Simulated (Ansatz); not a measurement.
# CaO (Fm-3m) in Ansatz: further runs, part 2 of 2

Ansatz 0.2.0.

## Step 4: Relaxation of cell and atoms, RPBE+D3(BJ)

input.yaml

```yaml
crystal:
  lattice:
    - [0.0, 2.403555696, 2.403555696]
    - [2.403555696, 0.0, 2.403555696]
    - [2.403555696, 2.403555696, 0.0]
  atoms:
    - { symbol: Ca, position: [0.0, 0.0, 0.0] }
    - { symbol: O, position: [0.5, 0.5, 0.5] }
hamiltonian:
  xc: rpbe
  pseudopotentials: { kind: paw }
  dispersion: d3bj
kpoints:
  mp_grid: { grid: [10, 10, 10] }
scf:
  occupations: { method: fermi_dirac, width: 0.05 }
output:
  forces: true
  stress: true
  write_density: true
  write_potential: true
  elf: true
  volumetric_format: npy
relax:
  f_tol: 0.01
  max_steps: 40
  cell: { stress_tol: 0.05 }
```

Potentials or basis: Ansatz PAW.

Started as:

```console
> ansatz run input.yaml --threads 2 --pin off --max-ram 5632MiB --backend cpu --events-out ev --progress --plain --runs-dir out
```

The log of the run:

```text
Warning: RAYON_NUM_THREADS=2 ignored (pool sized by the plan → 2); use --threads N
Engine: ansatz 0.2.0, aarch64-unknown-linux-gnu
Pseudopotentials: kind: paw
Pseudopotential: Ca, paw, valence charge 10, recommended cutoff 420 eV (normal), Ca.paw.azcp
Pseudopotential: O, paw, valence charge 6, recommended cutoff 420 eV (normal), O.paw.azcp
Functional definition: RPBE
  parameter kappa = 0.804
  parameter beta = 0.06672455060314922
  exchange = rpbe_x(kappa = kappa, mu = beta*pi^2/3)
  correlation = pbe_c(beta = beta)
Crystal: 2 atoms, lattice volume = 27.771 Å³
Basis set: ecut = 420 eV, 537 PW (Γ), exchange–correlation on 48×48×48 points (8 copies of the dense FFT grid, shifted against one another)
Bands: 12, of which v1, the nominal top of the filled ones, is band 8 counted from 1 (7 counted from 0)
Symmetry: 48 space group operations
Space group: Fm-3m (ITA 225), of the structure as read, at distance tolerance 3.0e-5 Å
k-points: 47 of 1000
Non-local potential: Ca, projectors of the file, l = 0: 3, l = 1: 2, l = 2: 2
Non-local potential: O, projectors of the file, l = 0: 2, l = 1: 2, l = 2: 1
PAW form: soft (Blöchl's): semilocal exchange-correlation on the pseudo side does not see the compensation charge
PAW frozen core: Ca, regenerated for the run's functional, and the local potential with it (the file was generated under x = pbe(κ = 0.804, μ = 0.2195149727645171), c = pbe(β = 0.06672455060314922))
PAW frozen core: O, regenerated for the run's functional, and the local potential with it (the file was generated under x = pbe(κ = 0.804, μ = 0.2195149727645171), c = pbe(β = 0.06672455060314922))
PAW one-centre angular grid: Ca, 110 points (default); XC on 64 Gauss nodes
PAW one-centre angular grid: O, 110 points (default); XC on 64 Gauss nodes
Initial density: superposition of atomic densities (neutral atoms: chi_scale 0, normalization atom), corrected by the library's trained network
Initial wavefunctions: pseudopotential atomic-orbital guess
Functional: x = rpbe, c = pbe(β = 0.06672455060314922)
SCF iter   1: F=—  HF=-2396.626503 eV  |F-HF|=—  |Δ(HF+E_count)|=         —  Δρ=5.38e-3  dr2=8.83e-3  ethr=1.77e-3  ⟨swp⟩=6.9  Hψ=3887  notcnv=0
preconditioner: auto → none  [insulator: Δε(μ)=3.826 eV  Ē_g=18.240 eV  σ=0.050 eV  W_gap=1.00  n_scr=8 (ndim 8)  ℏωp=26.4 eV  f_vac=0.000  D(μ)=0.00/eV (n_scr^D=0)  ε∞_Penn≈3.1]
SCF iter   2: F=—  HF=-2396.627139 eV  |F-HF|=—  |Δ(HF+E_count)|=   6.36e-4  Δρ=6.13e-3  dr2=7.67e-3  ethr=5.52e-5  ⟨swp⟩=2.0  Hψ=1244  notcnv=0
SCF iter   3: F=—  HF=-2396.625295 eV  |F-HF|=—  |Δ(HF+E_count)|=   1.84e-3  Δρ=1.33e-3  dr2=1.67e-4  ethr=4.79e-5  ⟨swp⟩=2.0  Hψ=843  notcnv=0
SCF iter   4: F=—  HF=-2396.625373 eV  |F-HF|=—  |Δ(HF+E_count)|=   7.80e-5  Δρ=5.54e-4  dr2=8.88e-5  ethr=1.04e-6  ⟨swp⟩=2.0  Hψ=713  notcnv=0
SCF iter   5: F=—  HF=-2396.625388 eV  |F-HF|=—  |Δ(HF+E_count)|=   1.48e-5  Δρ=3.32e-5  dr2=2.56e-7  ethr=5.55e-7  ⟨swp⟩=2.0  Hψ=704  notcnv=0
SCF iter   6: F=-2396.625388 eV  HF=-2396.625388 eV  |F-HF|=3.14e-10  |Δ(HF+E_count)|=   2.25e-8  Δρ=4.93e-6  dr2=4.33e-9  ethr=6.25e-10  ⟨swp⟩=7.3  Hψ=2844  notcnv=0
SCF 1 converged in 6 iterations: F = -2396.625388 eV  dr2 = 4.33e-9
relax step   1: F+E_penalty+E_count = -2396.62538766 eV  Δ(F+E_penalty+E_count) = +0.000e0 eV  max|allowed force component| = 7.428e-30 eV/Å  Δτ_max = 0.0000 Å  P = -17.333 GPa  Ω = 27.771 Å³  (6 SCF iters, dr2 threshold 1.00e-7 eV, accepted)
Crystal: 2 atoms, lattice volume = 23.904 Å³
[... 63 lines left out ...]
SCF converged after 5 iterations
Free energy (F): -2396.857577 eV
Harris-Foulkes:  -2396.857577 eV  (|F-HF|=1.46e-11)
Internal energy: -2396.857577 eV  (E = F + TS)
E sigma→0 (E₀):  -2396.857577 eV
Fermi energy:    11.449373 eV
--- Per-component energies (eV) ---
  E_band       = -68.082509
  E_kinetic    = 462.951025
  E_local      = -814.577204  (includes V_loc(G=0)·N_el)
  E_nonlocal   = 110.267202
  E_hartree    = 271.984013
  E_xc         = -215.842930
  E_vxc        = -271.003349  (∫ρ·V_xc dr)
  E_paw        = -1022.047544  (= ΣΔE_a)
  E_vpaw       = -99.690615  (= ΣTr[D̂ρ^β])
  E_aug_tail   = 0.002469  (compensation charges beyond the density's cutoff)
  E_ewald      = -1185.952666
  E_disp       = -3.569799  (pairwise vdW)
  E_core_change = -0.072143  (= ΣΔE_core)
  E_smearing   = -0.000000  (= −TS)
  E_closure    = 0.000000  (closes the sum)
  Σ components = -2396.857577   (vs F -2396.857577, Δ=0.00e0)
--- Forces (eV/Å), atoms counted from 1 ---
  atom   1  Ca    -0.00000000     0.00000000    -0.00000000
  atom   2  O      0.00000000    -0.00000000     0.00000000
  max |Σ_I F_I| component: 7.15e-29 eV/Å
--- Stress (GPa, compression-positive) ---
       -0.001494      -0.000000      -0.000000
        0.000000      -0.001494      -0.000000
       -0.000000      -0.000000      -0.001494
  P = ⅓ Tr σ = -0.0015 GPa (-0.015 kbar)
--- Band table (eV; the first three rows and the last of 47) ---
  k-point 0: bands = ["-27.6417", "-8.2136", "-8.2136", "-8.2136", "-6.2904", "9.5957", "9.5957", "9.5957", "15.7768", "16.2254", "16.2254", "16.2254"]
  k-point 1: bands = ["-27.6240", "-8.5133", "-8.2206", "-8.2206", "-5.9925", "9.2159", "9.4162", "9.4162", "16.1684", "16.2785", "16.4265", "16.4265"]
  k-point 2: bands = ["-27.5770", "-9.0830", "-8.2388", "-8.2388", "-5.4264", "8.3747", "8.9940", "8.9940", "16.2379", "16.9834", "16.9834", "17.3704"]
  k-point 46: bands = ["-27.3945", "-8.9867", "-8.9632", "-8.7806", "-5.4115", "8.1885", "8.5046", "8.7100", "15.4926", "17.3912", "19.0328", "20.1369"]
--- Relaxed structure (5 steps of the walk, 5 accepted, 2 SCFs on fresh bases) ---
  F+E_penalty+E_count = -2396.85757730 eV   max|allowed force component| = 3.997e-29 eV/Å   (the final SCF, on the basis selected at the relaxed cell)
  cell:  # Å, volume = 24.0078 Å³
    - [1.407448973370037e-34, 2.2896750442107456, 2.2896750442107456]
    - [2.2896750442107456, -4.4743752941465966e-34, 2.2896750442107456]
    - [2.2896750442107456, 2.2896750442107456, -8.695471315903365e-35]
  atoms:
    - { symbol: Ca, position: [1.2520057442877026e-35, -7.51203446573358e-36, -2.0866762404787326e-35] }
    - { symbol: O, position: [0.49999999999999994, 0.49999999999999994, 0.49999999999999994] }
```

Wall time 4 s (2 threads of Arm Neoverse V1, shared host); peak memory 0.3 GiB.

Results:

```yaml
Free_energy: -2396.8576 eV
Relaxed_volume: 12.00 Å³/atom
Relaxed_cell: a = 3.238 Å, b = 3.238 Å, c = 3.238 Å, α = 60.00°, β = 60.00°, γ = 60.00°
Space_group_after_relaxing_to_0.05_Å: Fm-3m (No. 225)
Energy_gained_by_relaxing: 116.1 meV/atom
Ionic_steps: 7
Pressure_after_relaxing: 0.0 GPa
Band_gap_on_the_k_mesh: 3.68 eV, indirect (least direct gap 4.00 eV)
```

The path:
```csv
step,energy change (eV),largest force (eV/Å),volume (Å³)
1,0.0000,0.0000,27.77
2,-0.2359,0.0000,23.90
3,-0.2359,0.0000,24.10
4,-0.2360,0.0000,24.06
5,-0.2322,0.0000,24.06
6,-0.2324,0.0000,24.01
7,-0.2322,0.0000,24.01
```

Final structure:
```yaml
crystal:
  lattice:
    - [0.00000, 2.28968, 2.28968]
    - [2.28968, 0.00000, 2.28968]
    - [2.28968, 2.28968, 0.00000]
  atoms:
    - { symbol: Ca, position: [0.00000, 0.00000, 0.00000] }
    - { symbol: O, position: [0.50000, 0.50000, 0.50000] }
```

Caveat: the plane-wave basis is chosen anew once the cell has moved, so the energies of steps on either side of that aren't comparable; the pressure holds a Pulay correction of +0.4 GPa for the finite cutoff; the PAW data sets come from PBE, with cores solved anew for the run's functional, which leaves a small shift of forces and pressure. RPBE gaps usually lie below the measured ones, often by a third to a half.

## Step 5: Summary

| level | gap on the mesh (eV) | pressure (GPa) | relaxed volume (Å³/atom) |
| --- | --- | --- | --- |
| PBEsol+D3(BJ) | 3.53 | 0.0 | 13.16 |
| PBEsol+D4 | 3.54 | 0.0 | 13.40 |
| RPBE+D3(BJ) | 3.68 | 0.0 | 12.00 |

Alike in all rows: task relaxation of cell and atoms; potentials or basis Ansatz PAW; no spin polarisation; cell relaxed; k mesh 10 × 10 × 10; cutoff (eV) 420; smearing fermi-dirac 0.05 eV.

Caveats: the plane-wave basis is chosen anew once the cell has moved, so the energies of steps on either side of that aren't comparable; the PAW data sets come from PBE, with cores solved anew for the run's functional, which leaves a small shift of forces and pressure.

Absolute energies hang on the potentials; compare differences alone.
